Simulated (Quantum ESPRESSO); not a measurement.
# AlAu2 (I4/mmm) in Quantum ESPRESSO: equation of state, part 2 of 2

Quantum ESPRESSO 7.5. Earlier steps stand in the parts before.

### Step 8. Single point, PBEsol, 17.37 Å³/atom

Input file pw.in:

```
&CONTROL
  calculation = 'scf'
  prefix = 'pwscf'
  outdir = './tmp'
  pseudo_dir = './pseudo'
  tprnfor = .true.
  tstress = .true.
  disk_io = 'nowf'
/
&SYSTEM
  ibrav = 0
  nat = 3
  ntyp = 2
  ecutwfc = 45
  ecutrho = 360
  nbnd = 19
  occupations = 'smearing'
  smearing = 'fd'
  degauss = 0.00367493
/
&ELECTRONS
  conv_thr = 6d-10
  electron_maxstep = 120
  mixing_beta = 0.5
/
ATOMIC_SPECIES
Au   196.9666 au_pbesol_v1.uspp.F.UPF
Al    26.9815 al_pbesol_v1.uspp.F.UPF
CELL_PARAMETERS angstrom
  -1.7042975916    1.7042975916    4.4853535215
   1.7042975916   -1.7042975916    4.4853535215
   1.7042975916    1.7042975916   -4.4853535215
ATOMIC_POSITIONS crystal
Au     0.3437272000    0.3437272000    0.0000000000
Au     0.6562728000    0.6562728000    0.0000000000
Al     0.0000000000    0.0000000000    0.0000000000
K_POINTS automatic
11 11 11 0 0 0
```

Potentials or basis: GBRV 1.5 PBEsol.

The run is started by

```bash
$ OMP_NUM_THREADS=1 mpirun -n 2 pw.x -nk 2 -in pw.in > pw.out
```

pw.out:

```text
This program is part of the open-source Quantum ESPRESSO suite
     for quantum simulation of materials; please cite
         "P. Giannozzi et al., J. Phys.:Condens. Matter 21 395502 (2009);
         "P. Giannozzi et al., J. Phys.:Condens. Matter 29 465901 (2017);
         "P. Giannozzi et al., J. Chem. Phys. 152 154105 (2020);
     in publications or presentations arising from this work. More details at

     Message from routine setup:
     using ibrav=0 with symmetry is DISCOURAGED, use correct ibrav instead

     K-points division:     npool     =       2
     Subspace diagonalization in iterative solution of the eigenvalue problem:
     a serial algorithm will be used

     G-vector sticks info
     --------------------
     sticks:   dense  smooth     PW     G-vecs:    dense   smooth      PW
     Sum        2213    1107    359                40555    14417    2685

     Using Slab Decomposition

     bravais-lattice index     =            0
     lattice parameter (alat)  =       9.6223  a.u.
     unit-cell volume          =     351.6771 (a.u.)^3
     number of atoms/cell      =            3
     number of atomic types    =            2
     number of electrons       =        25.00
     number of Kohn-Sham states=           19
     kinetic-energy cutoff     =      45.0000  Ry
     charge density cutoff     =     360.0000  Ry
     scf convergence threshold =      6.0E-10
     mixing beta               =       0.5000
     number of iterations used =            8  plain     mixing
     Exchange-correlation= SLA  PW   PSX  PSC
                           (   1   4  10   8   0   0   0)

     celldm(1)=   9.622336  celldm(2)=   0.000000  celldm(3)=   0.000000
     celldm(4)=   0.000000  celldm(5)=   0.000000  celldm(6)=   0.000000

     crystal axes: (cart. coord. in units of alat)
               a(1) = (  -0.334706   0.334706   0.880877 )
               a(2) = (   0.334706  -0.334706   0.880877 )
               a(3) = (   0.334706   0.334706  -0.880877 )

     reciprocal axes: (cart. coord. in units 2 pi/alat)
               b(1) = ( -0.000000  1.493847  0.567616 )
               b(2) = (  1.493847 -0.000000  0.567616 )
               b(3) = (  1.493847  1.493847  0.000000 )

     PseudoPot. # 1 for Au read from file:
     au_pbesol_v1.uspp.F.UPF
     Pseudo is Ultrasoft + core correction, Zval = 11.0
     Generated by new atomic code, or converted to UPF format
     Using radial grid of  985 points,  7 beta functions with:
                l(1) =   0
                l(2) =   0
                l(3) =   1
                l(4) =   1
                l(5) =   2
                l(6) =   2
                l(7) =   3
     Q(r) pseudized with  6 coefficients,  rinner =    1.900   1.900   1.900
                                                       1.900   1.900   1.900
                                                       1.900

     PseudoPot. # 2 for Al read from file:
     al_pbesol_v1.uspp.F.UPF
     Pseudo is Ultrasoft + core correction, Zval =  3.0
     Generated by new atomic code, or converted to UPF format
     Using radial grid of  893 points,  3 beta functions with:
                l(1) =   0
                l(2) =   1
                l(3) =   2
     Q(r) pseudized with  8 coefficients,  rinner =    0.900   0.900   0.900
                                                       0.900   0.900

     atomic species   valence    mass     pseudopotential
     Au               11.00   196.96660     Au( 1.00)
     Al                3.00    26.98150     Al( 1.00)

     16 Sym. Ops., with inversion, found

   Cartesian axes

     site n.     atom                  positions (alat units)
         1        Au     tau(   1) = (   0.0000000   0.0000000   0.6055625  )
         2        Au     tau(   2) = (  -0.0000000  -0.0000000   1.1561906  )
         3        Al     tau(   3) = (   0.0000000   0.0000000   0.0000000  )

     number of k points=   126  Fermi-Dirac smearing, width (Ry)=  0.0037

     Number of k-points >= 100: set verbosity='high' to print them.

     Dense  grid:    40555 G-vectors     FFT dimensions: (  60,  60,  60)

     Smooth grid:    14417 G-vectors     FFT dimensions: (  45,  45,  45)

     Initial potential from superposition of free atoms

     starting charge      24.9974, renormalised to      25.0000
     Starting wfcs are   22 randomized atomic wfcs

     Self-consistent Calculation

     iteration #  1     ecut=    45.00 Ry     beta= 0.50
     Davidson diagonalization with overlap
     ethr =  1.00E-02,  avg # of iterations =  4.6

     total energy              =    -236.10023851 Ry
     estimated scf accuracy    <       0.35794574 Ry

     iteration #  2     ecut=    45.00 Ry     beta= 0.50
     Davidson diagonalization with overlap
     ethr =  1.43E-03,  avg # of iterations =  2.0

     total energy              =    -236.21199557 Ry
     estimated scf accuracy    <       0.12608307 Ry

     iteration #  3     ecut=    45.00 Ry     beta= 0.50
     Davidson diagonalization with overlap
     ethr =  5.04E-04,  avg # of iterations =  1.2
[... 57 lines left out ...]
     total energy              =    -236.23291966 Ry
     estimated scf accuracy    <          2.9E-09 Ry

     iteration # 12     ecut=    45.00 Ry     beta= 0.50
     Davidson diagonalization with overlap
     ethr =  1.16E-11,  avg # of iterations =  1.1

     total energy              =    -236.23291966 Ry
     estimated scf accuracy    <          7.8E-10 Ry

     iteration # 13     ecut=    45.00 Ry     beta= 0.50
     Davidson diagonalization with overlap
     ethr =  3.13E-12,  avg # of iterations =  3.1

     End of self-consistent calculation

     Number of k-points >= 100: set verbosity='high' to print the bands.

     the Fermi energy is    12.7217 ev

!    total energy              =    -236.23291966 Ry
     estimated scf accuracy    <          4.2E-11 Ry
     smearing contrib. (-TS)   =      -0.00052880 Ry
     internal energy E=F+TS    =    -236.23239086 Ry

     The total energy is F=E-TS. E is the sum of the following terms:
     one-electron contribution =       2.74516149 Ry
     hartree contribution      =      25.50092720 Ry
     xc contribution           =    -128.07850607 Ry
     ewald contribution        =    -136.39997348 Ry

     convergence has been achieved in  13 iterations

     Forces acting on atoms (cartesian axes, Ry/au):

     atom    1 type  1   force =     0.00000000   -0.00000000    0.00073888
     atom    2 type  1   force =    -0.00000000    0.00000000   -0.00073888
     atom    3 type  2   force =     0.00000000    0.00000000    0.00000000

     Total force =     0.001045     Total SCF correction =     0.000032

     Computing stress (Cartesian axis) and pressure

          total   stress  (Ry/bohr**3)                   (kbar)     P=      -96.04
  -0.00062640   0.00000000   0.00000000          -92.15        0.00        0.00
  -0.00000000  -0.00062640   0.00000000           -0.00      -92.15        0.00
   0.00000000   0.00000000  -0.00070582            0.00        0.00     -103.83

=------------------------------------------------------------------------------=
   JOB DONE.
=------------------------------------------------------------------------------=
```

Run time: 92 s. Hardware: 2 MPI ranks of Arm Neoverse V2, shared host; peak memory 0.46 GiB.

What came out:

```
Free energy            : -3214.1126 eV
Pressure               : -9.6 GPa
Largest force          : 0.019 eV/Å
Band gap on the k mesh : none (metal or under the smearing width)
```

### Step 9. Equation of state, PBEsol

Potentials or basis: GBRV 1.5 PBEsol.

This step only gathers the single runs of the series.

Results:

| Item | Value |
| --- | --- |
| Equilibrium volume | 16.11 Å³/atom |
| Bulk modulus at fixed shape and positions | 156 GPa |
| Pressure derivative of the bulk modulus | 5.5 |

Energy against volume, from the lowest point:
```csv
volume (Å³/atom),energy (meV/atom)
15.405,16.72
15.732,4.56
16.060,0.00
16.388,2.10
16.716,10.04
17.043,23.07
17.371,40.57
```

Caveat: the cell was scaled at fixed shape and fractional positions, which overstates the stiffness of a crystal with free parameters, most of all of layers and chains.
